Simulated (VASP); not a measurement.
# ZnS (Wurtzite-2H) (P6_3mc) in VASP: notebook

Runs on ZnS (Wurtzite-2H). Level: PBE. Tasks: single point.

Everything below comes from runs of VASP 6.6.1. Logs are shortened: lines on timing, memory, paths and dates and some standing lists are left out, and cuts for length are marked.

**Measured values to compare with.**

From a printed reference work, monograph, for a bulk crystal of ZnS at 4 K: band gap 3.911 eV (direct).

The runs below are set against these values where they give the same quantity.

**1. The structure**

It takes space group P6_3mc (No. 186, hexagonal). The conventional cell has a = 3.811 Å, b = 3.811 Å, c = 6.234 Å, α = 90.00°, β = 90.00°, γ = 120.00°. Zn (site symmetry 3m) is surrounded by 4 S at 2.31 to 2.40 Å. Around S (site symmetry 3m) lie 4 Zn at 2.31 to 2.40 Å.

**2. Single point, PBE**

INCAR

```
  ALGO = Normal
  EDIFF = 1E-6
  ENCUT = 520
  GGA = PE
  ISIF = 2
  ISMEAR = 0
  LASPH = T
  LCHARG = F
  LREAL = F
  LWAVE = F
  NBANDS = 26
  NELM = 60
  PREC = Accurate
  SIGMA = 0.025
```

KPOINTS

```
k-points
0
Gamma
  8 8 5
```

POSCAR

```
ZnS
1.0
    3.8110000000      0.0000000000      0.0000000000
   -1.9055000000      3.3004228138      0.0000000000
    0.0000000000      0.0000000000      6.2340000000
Zn S
2 2
Direct
    0.6666666667      0.3333333333      0.5000000000
    0.3333333333      0.6666666667      0.0000000000
    0.6666666667      0.3333333333      0.8850000000
    0.3333333333      0.6666666667      0.3850000000
```

Potentials or basis: VASP PAW PBE potentials, release 64 (Zn, S).

Launch:

```bash
> cat potpaw_PBE.64/Zn/POTCAR potpaw_PBE.64/S/POTCAR > POTCAR
> mpirun -np 1 vasp_std > vasp.out
```

OUTCAR:

```text
EDIFF = 1E-6
   ENCUT = 520
   GGA = PE
   ISIF = 2
   ISMEAR = 0
   LASPH = T
   LREAL = F
   NELM = 60
   PREC = Accurate

 ion  position               nearest neighbor table
   1  0.667  0.333  0.500-   4 2.31   4 2.31   4 2.31   3 2.40
   2  0.333  0.667  0.000-   3 2.31   3 2.31   3 2.31   4 2.40
   3  0.667  0.333  0.885-   2 2.31   2 2.31   2 2.31   1 2.40
   4  0.333  0.667  0.385-   1 2.31   1 2.31   1 2.31   2 2.40

  LATTYP: Found a hexagonal cell.
 ALAT       =     3.8110000000
 C/A-ratio  =     1.6357911309

  Lattice vectors:

 A1 = (   3.8110000000,   0.0000000000,   0.0000000000)
 A2 = (  -1.9055000000,   3.3004228138,   0.0000000000)
 A3 = (   0.0000000000,   0.0000000000,   6.2340000000)

Analysis of symmetry for initial positions (statically):
=====================================================================
 Subroutine PRICEL returns:
 Original cell was already a primitive cell.

 Routine SETGRP: Setting up the symmetry group for a
 hexagonal supercell.

 Subroutine GETGRP returns: Found 12 space group operations
 (whereof  6 operations were pure point group operations)
 out of a pool of 24 trial point group operations.

The static configuration has the point symmetry C_3v.
 The point group associated with its full space group is C_6v.

Analysis of symmetry for dynamics (positions and initial velocities):
=====================================================================
 Subroutine PRICEL returns:
 Original cell was already a primitive cell.

 Routine SETGRP: Setting up the symmetry group for a
 hexagonal supercell.

 Subroutine GETGRP returns: Found 12 space group operations
 (whereof  6 operations were pure point group operations)
 out of a pool of 24 trial point group operations.

The dynamic configuration has the point symmetry C_3v.
 The point group associated with its full space group is C_6v.

 Subroutine INISYM returns: Found 12 space group operations
 (whereof  6 operations are pure point group operations),
 and found     1 'primitive' translations

----------------------------------------------------------------------------------------

                                     Primitive cell

  volume of cell :      78.4107

  direct lattice vectors                    reciprocal lattice vectors
     3.811000000  0.000000000  0.000000000     0.262398321  0.151495741  0.000000000
[... 90 lines left out ...]
   EDIFF  = 0.1E-05   stopping-criterion for ELM
   LREAL  =      F    real-space projection
   EDIFFG = 0.1E-04   stopping-criterion for IOM
   NSW    =      0    number of steps for IOM
   IBRION =     -1    ionic relax: 0-MD 1-quasi-New 2-CG
   NFREE  =      0    steps in history (QN), initial steepest desc. (CG)
   ISIF   =      2    stress and relaxation
   ISYM   =      2    0-nonsym 1-usesym 2-fastsym
   POTIM  = 0.5000    time-step for ionic-motion
   TEBEG  =    0.0;   TEEND  =   0.0 temperature during run
   PSTRESS=    0.0 pullay stress
   NELECT =      36.0000    total number of electrons
   NUPDOWN=      -1.0000    fix difference up-down
   EMIN   =  10.00;   EMAX   =-10.00  energy-range for DOS
   EFERMI =   0.00;   METHOD = LEGACY
   ISMEAR =     0;   SIGMA  =   0.03  broadening in eV -4-tet -1-fermi 0-gaus
   EFERMI_NEDOS =   21; number of points for ismear=-14 and -15
   IALGO  =     38    algorithm
   IMIX   =      4    mixing-type and parameters
     AMIX     =   0.40;   BMIX     =  1.00
     AMIX_MAG =   1.60;   BMIX_MAG =  1.00
  volume/ion in A,a.u.               =      19.60       132.29
  Fermi-wavevector in a.u.,A,eV,Ry     =   1.262943  2.386617 21.701647  1.595026
  Thomas-Fermi vector in A             =   2.396326
   LORBIT       =      0    0 simple, 1 ext, 2 COOP (PROOUT), +10 PAW based schemes
   GGA     = PE    functional components
   LHFCALC =     F    Hartree Fock is set to
   AEXX    =    0.0000 exact exchange contribution
   IVDW    =     0    specifies the selected vdW correction
   LEPSILON=     F    determine dielectric tensor
   LRPA    =     F    only Hartree local field effects (RPA)
 non-spin polarized calculation
 Gauss-broadening in eV      SIGMA  =   0.03
  energy-cutoff  :      520.00
  volume of cell :       78.41
 maximum number of plane-waves:      2128
   NGX = 15   NGY = 15   NGZ = 23

 number of electron      35.9999977 magnetization

 Free energy of the ion-electron system (eV)
  ---------------------------------------------------
  ext. energy  EPLUGINS =         0.00000000
  ---------------------------------------------------
  free energy    TOTEN  =       -13.65381207 eV

  energy without entropy =      -13.65381207  energy(sigma->0) =      -13.65381207

 E-fermi :   2.2629     XC(G=0):  -9.6512

 val. band max:        2.1625432845   @ k =   0.0000   0.0000   0.0000
 cond. band min:       4.4157312041   @ k =   0.0000   0.0000   0.0000
 fundamental gap:      2.2531879195
 Fermi energy:         2.2629173086

 k-point     1 :       0.0000    0.0000    0.0000
  band No.  band energies     occupation
      1     -11.0311      2.00000
      2     -10.1080      2.00000
      3      -4.2064      2.00000
      4      -4.2064      2.00000
      5      -4.1421      2.00000
      6      -4.1421      2.00000
[... 685 lines left out ...]
     25      11.2379      0.00000
     26      11.5780      0.00000

 [... further k-points ...]

------------------------ aborting loop because EDIFF is reached ----------------------------------------

  FORCE on cell =-STRESS in cart. coord.  units (eV):
  Direction    XX          YY          ZZ          XY          YZ          ZX
  --------------------------------------------------------------------------------------
  -------------------------------------------------------------------------------------
  Total        1.5571086      1.5571086      0.5489968      0.0000000      0.0000000      0.0000000
  in kB       31.8166295     31.8166295     11.2177329      0.0000000      0.0000000      0.0000000
  external PRESSURE =      24.9503306 kB  Pullay stress =       0.0000000 kB

 VOLUME and BASIS-vectors are now :
 -----------------------------------------------------------------------------
  energy-cutoff  :      520.00
  volume of cell :       78.41
      direct lattice vectors                 reciprocal lattice vectors
     3.811000000  0.000000000  0.000000000     0.262398321  0.151495741  0.000000000
    -1.905500000  3.300422814  0.000000000     0.000000000  0.302991482  0.000000000
     0.000000000  0.000000000  6.234000000     0.000000000  0.000000000  0.160410651

 POSITION                                       TOTAL-FORCE (eV/Angst)
 -----------------------------------------------------------------------------------
      1.90550      1.10014      3.11700         0.000000     -0.000000      0.322737
     -0.00000      2.20028      0.00000        -0.000000      0.000000      0.322737
      1.90550      1.10014      5.51709        -0.000000     -0.000000     -0.322737
     -0.00000      2.20028      2.40009         0.000000      0.000000     -0.322737
 -----------------------------------------------------------------------------------
    total drift:                               -0.000000     -0.000000      0.000471

  FREE ENERGIE OF THE ION-ELECTRON SYSTEM (eV)
  ---------------------------------------------------
  free  energy   TOTEN  =       -13.6538120689 eV

  energy  without entropy=      -13.6538120689  energy(sigma->0) =      -13.65381207
```

OSZICAR:

```text
N       E                     dE             d eps       ncg     rms          rms(c)
DAV:   1     0.247319844882E+03    0.24732E+03   -0.16945E+04  1560   0.166E+03
DAV:   2     0.103222406913E+02   -0.23700E+03   -0.22663E+03  1592   0.354E+02
DAV:   3    -0.139324440595E+02   -0.24255E+02   -0.24018E+02  1922   0.112E+02
DAV:   4    -0.145041054237E+02   -0.57166E+00   -0.57036E+00  1780   0.173E+01
DAV:   5    -0.145130211302E+02   -0.89157E-02   -0.89134E-02  1938   0.213E+00    0.992E+00
DAV:   6    -0.136638849937E+02    0.84914E+00   -0.16498E+00  2356   0.372E+01    0.762E+00
DAV:   7    -0.136596136948E+02    0.42713E-02   -0.12476E+00  1668   0.655E+00    0.346E+00
DAV:   8    -0.136529690080E+02    0.66447E-02   -0.35292E-02  1892   0.178E+00    0.978E-01
DAV:   9    -0.136534470892E+02   -0.47808E-03   -0.93281E-03  2108   0.131E+00    0.231E-01
DAV:  10    -0.136535906782E+02   -0.14359E-03   -0.59952E-04  1828   0.338E-01    0.944E-02
DAV:  11    -0.136538087262E+02   -0.21805E-03   -0.33846E-04  1618   0.124E-01    0.536E-02
DAV:  12    -0.136538085938E+02    0.13246E-06   -0.14973E-05  1952   0.427E-02    0.107E-02
DAV:  13    -0.136538120032E+02   -0.34094E-05   -0.58642E-06  1626   0.180E-02    0.243E-03
DAV:  14    -0.136538120689E+02   -0.65728E-07   -0.59663E-07  1318   0.161E-02
   1 F= -.13653812E+02 E0= -.13653812E+02  d E =-.469093E-11
```

stdout:

```text
POSCAR found type information on POSCAR ZnS
 POSCAR found :  2 types and       4 ions
 scaLAPACK will be used
 LDA part: xc-table for (Slater+PW92), standard interpolation
 POSCAR, INCAR and KPOINTS ok, starting setup
 FFT: planning ... GRIDC
 FFT: planning ... GRID_SOFT
 FFT: planning ... GRID
 WAVECAR not read
 entering main loop
```

It took 2.3 min on 1 thread of AMD EPYC, shared host; peak memory 0.17 GiB.

Results:

| Property | Result |
| --- | --- |
| Free energy | -13.6538 eV |
| Pressure | 2.5 GPa |
| Largest force | 0.323 eV/Å |
| Band gap on the k mesh | 2.25 eV, direct |

Forces on the atoms (eV/Å):
```
Zn   0.000  0.000  0.323
Zn   0.000  0.000  0.323
S    0.000  0.000 -0.323
S    0.000  0.000 -0.323
```

**3. Single point, PBE (grid = ENCUT=400 dk=0.35 cell=2x2x2 ISMEAR=0 SIGMA=0.05 LREAL=Auto EDIFF=1e-06)**

INCAR

```
SYSTEM = ZnS
ALGO = Fast
EDIFF = 1E-6
ENCUT = 400
GGA = PE
ISIF = 2
ISMEAR = 0
LASPH = .TRUE.
LCHARG = .FALSE.
LREAL = Auto
LWAVE = .FALSE.
NBANDS = 154
NELM = 120
PREC = Accurate
SIGMA = 0.05
```

KPOINTS

```
k-points
0
G
  3 3 2
  0 0 0
```

POSCAR

```
ZnS
1.0
    7.6220000000      0.0000000000      0.0000000000
   -3.8110000000      6.6008456276      0.0000000000
    0.0000000000      0.0000000000     12.4680000000
Zn S
16 16
Direct
    0.3333333334      0.1666666666      0.2500000000
    0.3333333334      0.1666666666      0.7500000000
    0.3333333334      0.6666666666      0.2500000000
    0.3333333334      0.6666666666      0.7500000000
    0.8333333333      0.1666666666      0.2500000000
    0.8333333333      0.1666666666      0.7500000000
    0.8333333333      0.6666666666      0.2500000000
    0.8333333333      0.6666666666      0.7500000000
    0.1666666666      0.3333333334      0.0000000000
    0.1666666666      0.3333333334      0.5000000000
    0.1666666666      0.8333333333      0.0000000000
    0.1666666666      0.8333333333      0.5000000000
    0.6666666666      0.3333333334      0.0000000000
    0.6666666666      0.3333333334      0.5000000000
    0.6666666666      0.8333333333      0.0000000000
    0.6666666666      0.8333333333      0.5000000000
    0.3333333334      0.1666666666      0.4425000000
    0.3333333334      0.1666666666      0.9425000000
    0.3333333334      0.6666666666      0.4425000000
    0.3333333334      0.6666666666      0.9425000000
    0.8333333333      0.1666666666      0.4425000000
    0.8333333333      0.1666666666      0.9425000000
    0.8333333333      0.6666666666      0.4425000000
    0.8333333333      0.6666666666      0.9425000000
    0.1666666666      0.3333333334      0.1925000000
    0.1666666666      0.3333333334      0.6925000000
    0.1666666666      0.8333333333      0.1925000000
    0.1666666666      0.8333333333      0.6925000000
    0.6666666666      0.3333333334      0.1925000000
    0.6666666666      0.3333333334      0.6925000000
    0.6666666666      0.8333333333      0.1925000000
    0.6666666666      0.8333333333      0.6925000000
```

Potentials or basis: VASP PAW PBE potentials, release 64 (Zn, S).

Launch:

```bash
> cat potpaw_PBE.64/Zn/POTCAR potpaw_PBE.64/S/POTCAR > POTCAR
> mpirun -np 1 vasp_std > vasp.out
```

Run time: 18 min. Hardware: 1 thread of AMD EPYC 7R13 (Zen 3), shared host; peak memory 0.58 GiB.

These settings aren't checked as converged: the numbers below hold their error.

Results:

* Free energy: -109.1973 eV
* Pressure: 2.3 GPa
* Largest force: 0.323 eV/Å
* Band gap on the k mesh: 2.25 eV

**4. For comparison**

An earlier run on the cell as given: functional PBEsol; potentials or basis VASP PAW PBE potentials, release 64 (Zn, S); cutoff 520 eV; k mesh 8 × 8 × 5; occupations fermi-dirac, width 0.05 eV; no spin polarisation.

* Pressure: -1.1 GPa
* Largest force: 0.309 eV/Å
* Band gap on the k mesh: 2.12 eV, direct

**5. Comparison with measurements**

Step 2. Against the measured gap of ZnS, 3.911 eV (direct; 4 K; a printed reference work, monograph), the calculated 2.25 eV is off by -1.66 eV. The value is that of PBE, without temperature or zero-point motion. Semilocal functionals fall short of measured gaps as a rule.
